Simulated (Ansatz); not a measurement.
# Boron (R-3m, 12 atoms a cell): the gap up the ladder of methods, part 2 of 2

Aim: the gap of Boron (R-3m, 12 atoms a cell) at several levels of theory on one structure, with the time that each takes.

Ansatz 0.2.0; density functionals, hybrids and G0W0, plane waves, PAW. Known limits of the many-body steps: finite bands, screening cutoff and k mesh; no spin-orbit coupling in G0W0.

So far. Step 8 (G0W0@PBE, 4×4×4 mesh, 366 empty bands, screening to 150 …): Over all 13 irreducible mesh points the G0W0 gap is 1.915 eV, from k = (-0.500, -0.500, -0.500) to k = Γ. The PBE gap of this run on the mesh is 1.446 eV. Other states bound it: the two that bound the G0W0 gap lie 1.498 eV apart in PBE, so state for state the correction is 1.915 − 1.498 = +0.417 eV, while gap against gap it is 1.915 − 1.446 = +0.469 eV.

In doubt: masses and optical values from hybrid runs of this build are listed as unsure (steps 9, 10), which bears on the screening that GW takes from such a start.

## 10. G0W0@PBE0, 4×4×4 mesh, 366 empty bands, screening to 150 eV

This step: G0W0 on PBE0, plane waves, PAW.

input.yaml

```yaml
crystal:
  lattice:
    - [2.45895, 1.4196754444, 4.1935]
    - [-2.45895, 1.4196754444, 4.1935]
    - [0.0, -2.8393508888, 4.1935]
  atoms:
    - { symbol: B, position: [0.01019, 0.65361, 0.01019] }
    - { symbol: B, position: [0.01019, 0.01019, 0.65361] }
    - { symbol: B, position: [0.65361, 0.01019, 0.01019] }
    - { symbol: B, position: [0.98981, 0.34639, 0.98981] }
    - { symbol: B, position: [0.34639, 0.98981, 0.98981] }
    - { symbol: B, position: [0.98981, 0.98981, 0.34639] }
    - { symbol: B, position: [0.22118, 0.6306, 0.22118] }
    - { symbol: B, position: [0.22118, 0.22118, 0.6306] }
    - { symbol: B, position: [0.6306, 0.22118, 0.22118] }
    - { symbol: B, position: [0.77882, 0.3694, 0.77882] }
    - { symbol: B, position: [0.3694, 0.77882, 0.77882] }
    - { symbol: B, position: [0.77882, 0.77882, 0.3694] }
kpoints:
  mp_grid: { grid: [4, 4, 4] }
hamiltonian:
  xc: pbe0
scf:
  occupations: { method: fixed }
gw:
  n_empty_bands: 366
  ecut_chi: 150.0
  qp_bands: [v4, c4]
  qp_kpoints: band_edges
  screening: { model: contour_deformation }
```

Started as:

```
$ ansatz run input.yaml --threads 3 --pin off --max-ram 64512MiB --backend cuda --events-out ev --progress --plain --runs-dir out --devices 1 --max-vram 24GiB  # rebuilt from the run's record
```

Wall time 39 s (1 × NVIDIA H100 80GB HBM3 (shared by 3 runs) with 3 threads of AMD EPYC 7R13 (Zen 3), shared host); peak memory 1.7 GiB; 58 s of CPU time.

This step gave:

```
bands summed                                    : 384
RPA ε∞ on this mesh (eigenvalues)               : 5.773, 7.465, 7.465
plane waves in the screening matrix             : 345
G0W0 gap over the corrected points              : 2.249 eV
k of the valence top                            : -0.5, -0.5, -0.5
k of the conduction bottom                      : 0, 0, 0
starting gap on the mesh                        : 2.676 eV
Z at the valence top                            : 0.8239
Z at the conduction bottom                      : 0.8350
least direct G0W0 gap over the corrected points : 2.639 eV
```

Over all 13 irreducible mesh points the G0W0 gap is 2.249 eV, from k = (-0.500, -0.500, -0.500) to k = Γ. The PBE0 gap of this run on the mesh is 2.676 eV. The two states that bound the G0W0 gap lie that far apart at the start, so the correction of the gap is 2.249 − 2.676 = −0.427 eV. G0W0@PBE0 against G0W0@HSE06 with 384 bands: 2.249 − 2.133 = +0.116 eV, with the same mesh, files and cutoffs, and both edges at the same k points. The program's warnings for this run: coarse exchange mesh.

## 11. The ladder

Each gap is the least one over the points named; times are wall times on shared hosts, not benchmarks. A G0W0 time includes the run's own self-consistent start. Runs with listed points see these and the mesh alone, so an edge that moves elsewhere is missed. Rows marked * are further runs, not shown as steps, whose inputs differ from the G0W0 step on the same start in the columns given; solver thresholds can differ too. Symmetry makes (0.500, 0.500, 0.500) and (-0.500, -0.500, -0.500) one point.

```
     level   mesh       files, cutoff  bands summed, screening                          points  gap (eV)               valence top      conduction bottom  least direct gap (eV)   time
       LDA  6×6×6  soft_2 PAW, 420 eV                        -          mesh and listed points     1.442     (0.500, 0.500, 0.500)                      Γ                  1.779  2.4 s
       PBE  6×6×6  soft_2 PAW, 420 eV                        -                   mesh and path     1.445     (0.500, 0.500, 0.500)  (0.500, 0.000, 0.500)                  1.837  5.1 s
    r2SCAN  6×6×6  soft_2 PAW, 500 eV                        -          mesh and listed points     1.531     (0.500, 0.500, 0.500)  (0.500, 0.000, 0.500)                  1.951  2.8 s
     HSE06  4×4×4  soft_2 PAW, 420 eV                        -          mesh and listed points     2.011     (0.500, 0.500, 0.500)                      Γ                  2.403   18 s
      PBE0  4×4×4  soft_2 PAW, 420 eV                        -          mesh and listed points     2.676     (0.500, 0.500, 0.500)                      Γ                  3.079   20 s
  DDH-PBE0  4×4×4  soft_2 PAW, 420 eV                        -          mesh and listed points     1.971     (0.500, 0.500, 0.500)  (0.500, 0.000, 0.500)                  2.357   28 s
 G0W0@PBE*  4×4×4  soft_2 PAW, 420 eV               147, 75 eV  all 13 irreducible mesh points     1.782  (-0.500, -0.500, -0.500)                      Γ                  2.172  6.9 s
  G0W0@PBE  4×4×4  soft_2 PAW, 420 eV              384, 150 eV  all 13 irreducible mesh points     1.915  (-0.500, -0.500, -0.500)                      Γ                  2.293   19 s
G0W0@HSE06  4×4×4  soft_2 PAW, 420 eV              384, 150 eV  all 13 irreducible mesh points     2.133  (-0.500, -0.500, -0.500)                      Γ                  2.517   35 s
 G0W0@PBE0  4×4×4  soft_2 PAW, 420 eV              384, 150 eV  all 13 irreducible mesh points     2.249  (-0.500, -0.500, -0.500)                      Γ                  2.639   39 s
```

## 12. Results

* LDA, over mesh and listed points: 1.442 eV
* PBE, over mesh and path: 1.445 eV
* r2SCAN, over mesh and listed points: 1.531 eV
* HSE06, over mesh and listed points: 2.011 eV
* PBE0, over mesh and listed points: 2.676 eV
* DDH-PBE0, over mesh and listed points: 1.971 eV
* G0W0@PBE (384 bands, 4×4×4), over all 13 irreducible mesh points: 1.915 eV
* G0W0@HSE06, over all 13 irreducible mesh points: 2.133 eV
* G0W0@PBE0, over all 13 irreducible mesh points: 2.249 eV
* known limits: finite bands, screening cutoff and k mesh; no spin-orbit coupling in G0W0

The rows run from 1.442 eV (LDA) to 2.676 eV (PBE0). They differ in mesh, plane-wave cutoff, bands and screening cutoff of G0W0 and the points over which the gap was sought as well as in level, so only pairs that share these are like for like. PBE0 against HSE06: 2.676 − 2.011 = +0.665 eV, with the same mesh, files and cutoff, and both edges at the same k points. G0W0@HSE06 against G0W0@PBE with 384 bands: 2.133 − 1.915 = +0.218 eV, with the same mesh, files and cutoffs, and both edges at the same k points. G0W0@PBE0 against G0W0@HSE06 with 384 bands: 2.249 − 2.133 = +0.116 eV, with the same mesh, files and cutoffs, and both edges at the same k points. The dielectric-dependent hybrid took 0.106 of exact exchange, against 0.25 in PBE0. G0W0@PBE (384 bands, 4×4×4) moves the gap of its own start on the mesh by 1.915 − 1.446 = +0.469 eV, with other states at the edges (they lie 1.498 eV apart at the start). Both edges that PBE shows over mesh and path lie at k points where levels were corrected. G0W0 has the conduction bottom at another k point than that. Levels at other points were not corrected, so a lower G0W0 gap elsewhere in the zone is not ruled out. G0W0@HSE06 moves the gap of its own start on the mesh by 2.133 − 2.011 = +0.122 eV, between the same two levels. Both edges that HSE06 shows over mesh and listed points lie at k points where levels were corrected. Levels at other points were not corrected, so a lower G0W0 gap elsewhere in the zone is not ruled out. G0W0@PBE0 moves the gap of its own start on the mesh by 2.249 − 2.676 = −0.427 eV, between the same two levels. Both edges that PBE0 shows over mesh and listed points lie at k points where levels were corrected. Levels at other points were not corrected, so a lower G0W0 gap elsewhere in the zone is not ruled out. For G0W0@PBE: from 147 bands and 75 eV to 384 bands and 150 eV the gap moves by 1.915 − 1.782 = +0.133 eV; bands and screening cutoff rise together, so their parts are not told apart. Two runs can't test a law of convergence, so the limit is not known. The other G0W0 rows are shown at one basis each (384 bands), so their distance from the limit is not known here. For G0W0@PBE0: the program's warnings for this run: coarse exchange mesh. The G0W0 runs are scalar-relativistic. No pair of G0W0 runs that differ in the mesh alone is shown (4×4×4 is a supercell whose nearest images lie 20 Å apart), so the error from the mesh is not known here. G0W0 is shown with one set of atomic data (soft_2 PAW), so the error from the files is not known here.

[Paths, hosts, dates, memory and timing lines, banners, echoed tables and standing remarks are left out of the program output.]

[Logs are printed without paths, hosts, clocks, repeated set-up lines and the standing remarks that a program may print on its own settings, such as how far it seeks lower states.]

[Runs of the session that timed out or met a known fault of the program may be left out.]

[Cells called generated may have been cut or substituted from an entry of the Crystallography Open Database or the Materials Project.]

[Hosts, paths, dates, database ids (printed as entryN), source tags and the programs' standing remarks are cut or masked in the printed files.]

[Where an RPA ε∞ is given, it is that of the G0W0 mesh and is not shown converged in it. Names of k-points follow the symmetry that the program found, which can be lower than the space group named. Band edges on a path are those of the sampled points; other points can move an edge, and change direct to indirect where valleys lie close.]

[Hybrid gaps are those of their k-mesh and are not shown converged in it.]
